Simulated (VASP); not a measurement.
# Sb (R-3m) in VASP: notebook

Runs on Sb. Level: PBE+D3(BJ). Tasks: single point.

Everything below comes from runs of VASP 6.6.1. Logs are shortened: lines on timing, memory, paths and dates and some standing lists are left out, and cuts for length are marked.

## Step 1: The structure

It takes space group R-3m (No. 166, trigonal). Conventional cell: a = 4.308 Å, b = 4.308 Å, c = 11.274 Å, α = 90.00°, β = 90.00°, γ = 120.00°. Sb (site symmetry 3m) has 3 Sb at 2.91 Å as nearest neighbours.

## Step 2: Single point, PBE+D3(BJ)

INCAR

```
ALGO = Fast
EDIFF = 1E-7
ENCUT = 520
GGA = PE
ISIF = 2
ISMEAR = 0
IVDW = 12
LASPH = T
LCHARG = F
LREAL = F
LWAVE = F
NELM = 60
PREC = Accurate
SIGMA = 0.02
```

KPOINTS

```
k-points
0
Gamma
  3 3 3
```

POSCAR

```
Sb
1.0
    2.1542000000      1.2437279500      3.7580000000
   -2.1542000000      1.2437279500      3.7580000000
    0.0000000000     -2.4874559000      3.7580000000
Sb
2
Direct
    0.2334900000      0.2334900000      0.2334900000
    0.7665100000      0.7665100000      0.7665100000
```

Potentials or basis: VASP PAW PBE potentials, release 64 (Sb).

On the command line:

```sh
$ cat potpaw_PBE.64/Sb/POTCAR > POTCAR
$ mpirun -np 1 vasp_std > vasp.out
```

OUTCAR:

```text
EDIFF = 1E-7
   ENCUT = 520
   GGA = PE
   ISIF = 2
   ISMEAR = 0
   IVDW = 12
   LASPH = T
   LREAL = F
   NELM = 60
   PREC = Accurate
 IVDW          = 12

 ion  position               nearest neighbor table
   1  0.233  0.233  0.233-   2 2.91   2 2.91   2 2.91   2 3.35   2 3.35   2 3.35
   2  0.767  0.767  0.767-   1 2.91   1 2.91   1 2.91   1 3.35   1 3.35   1 3.35

  LATTYP: Found a trigonal (rhomboedric) cell.
 ALAT       =     4.5066618304
 COS(alpha) =     0.5430253623

  Lattice vectors:

 A1 = (   2.1542000000,   1.2437279500,   3.7580000000)
 A2 = (  -2.1542000000,   1.2437279500,   3.7580000000)
 A3 = (   0.0000000000,  -2.4874559000,   3.7580000000)

Analysis of symmetry for initial positions (statically):
=====================================================================
 Subroutine PRICEL returns:
 Original cell was already a primitive cell.

 Routine SETGRP: Setting up the symmetry group for a
 trigonal (rhombohedral) supercell.

 Subroutine GETGRP returns: Found 12 space group operations
 (whereof 12 operations were pure point group operations)
 out of a pool of 12 trial point group operations.

The static configuration has the point symmetry D_3d.

Analysis of symmetry for dynamics (positions and initial velocities):
=====================================================================
 Subroutine PRICEL returns:
 Original cell was already a primitive cell.

 Routine SETGRP: Setting up the symmetry group for a
 trigonal (rhombohedral) supercell.

 Subroutine GETGRP returns: Found 12 space group operations
 (whereof 12 operations were pure point group operations)
 out of a pool of 12 trial point group operations.

The dynamic configuration has the point symmetry D_3d.

 Subroutine INISYM returns: Found 12 space group operations
 (whereof 12 operations are pure point group operations),
 and found     1 'primitive' translations

----------------------------------------------------------------------------------------

                                     Primitive cell

  volume of cell :      60.4115

  direct lattice vectors                    reciprocal lattice vectors
     2.154200000  1.243727950  3.758000000     0.232104726  0.134005726  0.088699663
    -2.154200000  1.243727950  3.758000000    -0.232104726  0.134005726  0.088699663
     0.000000000 -2.487455900  3.758000000     0.000000000 -0.268011452  0.088699663

  length of vectors
     4.506661830  4.506661830  4.506661830     0.282307932  0.282307932  0.282307932

  position of ions in fractional coordinates (direct lattice)
     0.233490000  0.233490000  0.233490000
     0.766510000  0.766510000  0.766510000

  ion indices of the primitive-cell ions
   primitive index   ion index
                 1           1
                 2           2

----------------------------------------------------------------------------------------

 KPOINTS: k-points

Automatic generation of k-mesh.
 Grid dimensions read from file:
 generate k-points for:    3    3    3

 Generating k-lattice:

  Cartesian coordinates                     Fractional coordinates (reciprocal lattice)
     0.077368242  0.044668575  0.029566554     0.333333333 -0.000000000  0.000000000
    -0.077368242  0.044668575  0.029566554    -0.000000000  0.333333333  0.000000000
     0.000000000 -0.089337151  0.029566554     0.000000000  0.000000000  0.333333333

  Length of vectors
     0.094102644  0.094102644  0.094102644

  Shift w.r.t. Gamma in fractional coordinates (k-lattice)
     0.000000000  0.000000000  0.000000000

 Subroutine IBZKPT returns following result:
 ===========================================

 Found      6 irreducible k-points:

 Following reciprocal coordinates:
            Coordinates               Weight
  0.000000  0.000000  0.000000      1.000000
  0.333333  0.000000 -0.000000      6.000000
  0.333333  0.333333 -0.000000      6.000000
 -0.333333  0.333333  0.000000      6.000000
  0.333333  0.333333  0.333333      2.000000
 -0.333333  0.333333  0.333333      6.000000
   k-points           NKPTS =      6   k-points in BZ     NKDIM =      6   number of bands    NBANDS=      9
   number of dos      NEDOS =    301   number of ions     NIONS =      2
   total plane-waves  NPLWV =  46656
   dimension x,y,z NGX =    36 NGY =   36 NGZ =   36
   dimension x,y,z NGXF=    72 NGYF=   72 NGZF=   72
   ions per type =               2
   NGX,Y,Z   is equivalent  to a cutoff of  13.28, 13.28, 13.28 a.u.
   NGXF,Y,Z  is equivalent  to a cutoff of  26.56, 26.56, 26.56 a.u.
 SYSTEM =  unknown system
   PREC   = accura    normal or accurate (medium, high low for compatibility)
   ISTART =      0    job   : 0-new  1-cont  2-samecut
   ICHARG =      2    charge: 1-file 2-atom 10-const
   ISPIN  =      1    spin polarized calculation?
   LNONCOLLINEAR =      F non collinear calculations
   LSORBIT =      F    spin-orbit coupling
   LASPH  =      T    aspherical Exc in radial PAW
   ENCUT  =  520.0 eV  38.22 Ry    6.18 a.u.   8.38  8.38  8.38*2*pi/ulx,y,z
   NELM   =     60;   NELMIN=  2; NELMDL= -5     # of ELM steps
   EDIFF  = 0.1E-06   stopping-criterion for ELM
   LREAL  =      F    real-space projection
   EDIFFG = 0.1E-05   stopping-criterion for IOM
   NSW    =      0    number of steps for IOM
   IBRION =     -1    ionic relax: 0-MD 1-quasi-New 2-CG
   NFREE  =      0    steps in history (QN), initial steepest desc. (CG)
   ISIF   =      2    stress and relaxation
   ISYM   =      2    0-nonsym 1-usesym 2-fastsym
   POTIM  = 0.5000    time-step for ionic-motion
   TEBEG  =    0.0;   TEEND  =   0.0 temperature during run
   PSTRESS=    0.0 pullay stress
   NELECT =      10.0000    total number of electrons
   NUPDOWN=      -1.0000    fix difference up-down
   EMIN   =  10.00;   EMAX   =-10.00  energy-range for DOS
   EFERMI =   0.00;   METHOD = LEGACY
   ISMEAR =     0;   SIGMA  =   0.02  broadening in eV -4-tet -1-fermi 0-gaus
   EFERMI_NEDOS =   21; number of points for ismear=-14 and -15
   IALGO  =     68    algorithm
   IMIX   =      4    mixing-type and parameters
     AMIX     =   0.40;   BMIX     =  1.00
     AMIX_MAG =   1.60;   BMIX_MAG =  1.00
  volume/ion in A,a.u.               =      30.21       203.84
  Fermi-wavevector in a.u.,A,eV,Ry     =   0.898880  1.698637 10.993305  0.807985
  Thomas-Fermi vector in A             =   2.021644
   LORBIT       =      0    0 simple, 1 ext, 2 COOP (PROOUT), +10 PAW based schemes
   GGA     = PE    functional components
   LHFCALC =     F    Hartree Fock is set to
   AEXX    =    0.0000 exact exchange contribution
   IVDW    =    12    specifies the selected vdW correction
   LEPSILON=     F    determine dielectric tensor
   LRPA    =     F    only Hartree local field effects (RPA)
 non-spin polarized calculation
 RMM-DIIS sequential band-by-band and
 Gauss-broadening in eV      SIGMA  =   0.02
  energy-cutoff  :      520.00
  volume of cell :       60.41
 maximum number of plane-waves:      1633
 NGX is ok and might be reduce to    36
   NGX = 17   NGY = 17   NGZ = 17

 number of electron      10.0000000 magnetization

 Free energy of the ion-electron system (eV)
  ---------------------------------------------------
  ext. energy  EPLUGINS =         0.00000000
  ---------------------------------------------------
  free energy    TOTEN  =        -8.35990715 eV

  energy without entropy =       -8.35990715  energy(sigma->0) =       -8.35990715

 E-fermi :   6.8031     XC(G=0):  -9.5294

 val. band max:        6.7014997124   @ k =   0.3333   0.3333   0.3333
 cond. band min:       7.9881175256   @ k =   0.3333   0.0000  -0.0000
 fundamental gap:      1.2866178132
 Fermi energy:         6.8030704337

 k-point     1 :       0.0000    0.0000    0.0000
  band No.  band energies     occupation
      1      -5.4154      2.00000
      2       2.4939      2.00000
      3       5.2137      2.00000
      4       5.5090      2.00000
      5       5.5090      2.00000
      6       9.4120      0.00000
      7      10.0058      0.00000
      8      10.0058      0.00000
      9      12.3605      0.00000

 k-point     2 :       0.3333    0.0000   -0.0000
  band No.  band energies     occupation
      1      -4.2088      2.00000
      2      -0.7301      2.00000
      3       5.3428      2.00000
      4       5.3814      2.00000
      5       6.4614      2.00000
      6       7.9881      0.00000
      7       8.0565      0.00000
      8       8.2312      0.00000
      9      12.9330      0.00000

 k-point     3 :       0.3333    0.3333   -0.0000
  band No.  band energies     occupation
      1      -3.9648      2.00000
      2      -0.0141      2.00000
      3       3.1172      2.00000
      4       3.9975      2.00000
      5       4.1521      2.00000
      6       9.1332      0.00000
      7      11.4082      0.00000
      8      11.5714      0.00000
      9      12.1570      0.00000

 k-point     4 :      -0.3333    0.3333    0.0000
  band No.  band energies     occupation
      1      -2.3658      2.00000
      2      -2.1895      2.00000
      3       2.2274      2.00000
      4       4.4550      2.00000
      5       4.7212      2.00000
      6       9.4590      0.00000
      7       9.8095      0.00000
      8      12.4431      0.00000
      9      12.7205      0.00000

 k-point     5 :       0.3333    0.3333    0.3333
  band No.  band energies     occupation
      1      -4.4693      2.00000
      2      -0.6682      2.00000
      3       5.7883      2.00000
      4       5.7883      2.00000
      5       6.7015      2.00000
      6       8.0171      0.00000
      7       8.0171      0.00000
      8       8.6880      0.00000
      9      12.8947      0.00000

 k-point     6 :      -0.3333    0.3333    0.3333
  band No.  band energies     occupation
      1      -3.0563      2.00000
      2      -1.5441      2.00000
      3       2.1903      2.00000
      4       4.4927      2.00000
      5       5.1830      2.00000
      6       9.5734      0.00000
      7       9.7596      0.00000
      8      12.3040      0.00000
      9      12.7576      0.00000

------------------------ aborting loop because EDIFF is reached ----------------------------------------

 Edisp (eV)   -0.94507

 E8    (eV) :    -0.4410

  FORCE on cell =-STRESS in cart. coord.  units (eV):
  Direction    XX          YY          ZZ          XY          YZ          ZX
  --------------------------------------------------------------------------------------
  -------------------------------------------------------------------------------------
  Total       0.63710     0.63710    -0.20954    -0.00000    -0.00000     0.00000
  in kB      16.89663    16.89663    -5.55727    -0.00000    -0.00000     0.00000
  external pressure =        9.41 kB  Pullay stress =        0.00 kB

 VOLUME and BASIS-vectors are now :
 -----------------------------------------------------------------------------
  energy-cutoff  :      520.00
  volume of cell :       60.41
      direct lattice vectors                 reciprocal lattice vectors
     2.154200000  1.243727950  3.758000000     0.232104726  0.134005726  0.088699663
    -2.154200000  1.243727950  3.758000000    -0.232104726  0.134005726  0.088699663
     0.000000000 -2.487455900  3.758000000     0.000000000 -0.268011452  0.088699663

 POSITION                                       TOTAL-FORCE (eV/Angst)
 -----------------------------------------------------------------------------------
      0.00000      0.00000      2.63237         0.000000      0.000000     -0.090037
      0.00000      0.00000      8.64163         0.000000     -0.000000      0.090037
 -----------------------------------------------------------------------------------
    total drift:                                0.000000     -0.000000     -0.000000

  FREE ENERGIE OF THE ION-ELECTRON SYSTEM (eV)
  ---------------------------------------------------
  free  energy   TOTEN  =        -9.3049810066 eV

  energy  without entropy=       -9.3049810066  energy(sigma->0) =       -9.30498101
```

Wall time 5.2 s (1 thread of AMD EPYC 9R45 (Zen 5), shared host); peak memory 0.17 GiB.

What came out:

```
Free energy                : -9.3050 eV
Pressure                   : 0.9 GPa
Largest force              : 0.090 eV/Å
Band gap on the k mesh     : 1.29 eV, indirect (least direct gap 1.32 eV)
Dispersion energy per atom : -0.473 eV
```

Forces in eV/Å, atoms in the order of the input:
```
Sb   0.000  0.000 -0.090
Sb   0.000  0.000  0.090
```

Caveat: the k mesh is coarse (spacing up to 0.59 Å⁻¹), so the values aren't converged; spin-orbit coupling is left out, which moves the levels of the heavy elements; an odd mesh through Γ misses points on the zone boundary, where band edges often lie. PBE gaps usually lie below the measured ones, often by a third to a half.

## Step 3: Single point, PBE+D3(BJ)

INCAR is that of step 2.

KPOINTS

```
k-points
0
Gamma
  6 6 6
```

POSCAR is that of step 2.

Potentials or basis: VASP PAW PBE potentials, release 64 (Sb).

On the command line:

```sh
$ cat potpaw_PBE.64/Sb/POTCAR > POTCAR
$ mpirun -np 1 vasp_std > vasp.out
```

It took 14 s on 1 thread of AMD EPYC 9R45 (Zen 5), shared host; peak memory 0.18 GiB.

The run converged. Its results:

```
Free energy                : -9.2127 eV
Pressure                   : 0.3 GPa
Largest force              : 0.104 eV/Å
Band gap on the k mesh     : none (metal or under the smearing width)
Dispersion energy per atom : -0.473 eV
```

Forces on the atoms (eV/Å):
```
Sb   0.000  0.000  0.104
Sb   0.000  0.000 -0.104
```

Stress tensor (GPa, compression positive):
```
0.39 0.00 0.00
0.00 0.39 0.00
0.00 0.00 0.00
```

Levels at points of the mesh, in eV from the Fermi level:
| k point | band 3 | band 4 | band 5 | band 6 | band 7 | band 8 |
| --- | --- | --- | --- | --- | --- | --- |
| (0.00, 0.00, 0.00) | -2.13 | -1.86 | -1.86 | 2.00 | 2.63 | 2.63 |
| (0.50, 0.00, 0.00) | -2.01 | -1.89 | -0.35 | -0.27 | 0.13 | 0.44 |
| (0.50, 0.50, 0.00) | -5.50 | -3.82 | -3.73 | 1.46 | 4.88 | 5.46 |
| (0.50, 0.50, 0.50) | -1.38 | -1.38 | -0.54 | 0.07 | 0.07 | 1.06 |

Caveat: pairwise dispersion overbinds metals, which lowers pressure and volume. Spin-orbit coupling is left out, which matters for the levels of Sb.
